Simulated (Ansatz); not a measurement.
# CuO: the cost of one run

Method: DFT PBE+U, PAW, plane waves, scalar-relativistic; U − J = 4 eV on Cu d, in Ansatz 0.2.0.

## (1) The structure to begin with

Symmetry: C2/c, No. 15, monoclinic system. The conventional cell has a = 4.684 Å, b = 3.423 Å, c = 5.129 Å, α = 90.00°, β = 99.54°, γ = 90.00°. Around Cu (site symmetry -1) lie 4 O at 1.95 to 1.96 Å. Around O (site symmetry 2) lie 4 Cu at 1.95 to 1.96 Å.

As a file:

```xyz
4
Lattice="2.3418 -1.7113 0.0000 2.3418 1.7113 0.0000 -0.8500 0.0000 5.0579" Properties=species:S:1:pos:R:3 pbc="T T T"
Cu    1.1709    0.8557    0.0000
Cu    0.7459   -0.8557    2.5289
O     2.1293   -0.2793    1.2645
O     1.7043    0.2793    3.7934
```

Labels such as O4 number the atoms in the order of the input file.

Known so far: 9 plain starts ended in 4 states. The lowest came from “opposed moments +-, plain SCF [Cu1 1.00, Cu2 -1.00 μB]”: antiferromagnetic, site moments Cu1 0.53, Cu2 -0.53 μB, total 0.00 μB per cell, a gap of 0.34 eV on the k-mesh, free energy -14380.8446 eV.

Runs to come: parallel moments, default search for lower states; opposed moments +-, default search for lower states; whole orbital fillings typed, symmetry off, plain SCF; the moments typed in its input, standard search for lower states.

“Plain SCF” means no search for lower states. The default search lets the program follow hints of a lower state (another filling of open shells, a soft direction), where it sees any. The standard and full searches may also try other magnetic orders and fillings, and need not reach the lowest state. With a search on, the program may also reshape the start on open shells. Ends within 0.2 meV/atom and 0.1 μB count as one state.

The total moment includes the space between the atomic spheres.

## (2) Parallel moments, default search for lower states

The input, input.yaml:

```yaml
crystal:
  lattice:
    - [2.34185, -1.7113, 0.0]
    - [2.34185, 1.7113, 0.0]
    - [-0.85003, 0.0, 5.05787]
  atoms:
    - { symbol: Cu, position: [0.0, 0.5, 0.0], spin: 1.0 }
    - { symbol: Cu, position: [0.5, 0.0, 0.5], spin: 1.0 }
    - { symbol: O, position: [0.5816, 0.4184, 0.25] }
    - { symbol: O, position: [0.4184, 0.5816, 0.75] }
magnetization:
  spin_polarized: true
hamiltonian:
  xc: pbe
  pseudopotentials: { kind: paw }
  hubbard: { sites: [{ species: Cu, l: d, u_eff: 4.0 }] }
basis:
  ecutwfc: 420
kpoints:
  mp_grid: { grid: [7, 7, 4] }
scf:
  occupations: { method: fermi_dirac, width: 0.02 }
output:
  forces: true
  stress: true
  write_density: true
  write_potential: true
  elf: true
  volumetric_format: npy
```

Started as:

```console
ansatz run input.yaml --threads 2 --pin off --max-ram 5120MiB --backend cpu --events-out ev --progress --plain --runs-dir out
```

Q: Estimate wall time and peak memory on 2 threads of Intel Xeon 6975P-C (Granite Rapids), shared host.

About 18 s, with a peak of 0.57 GiB.
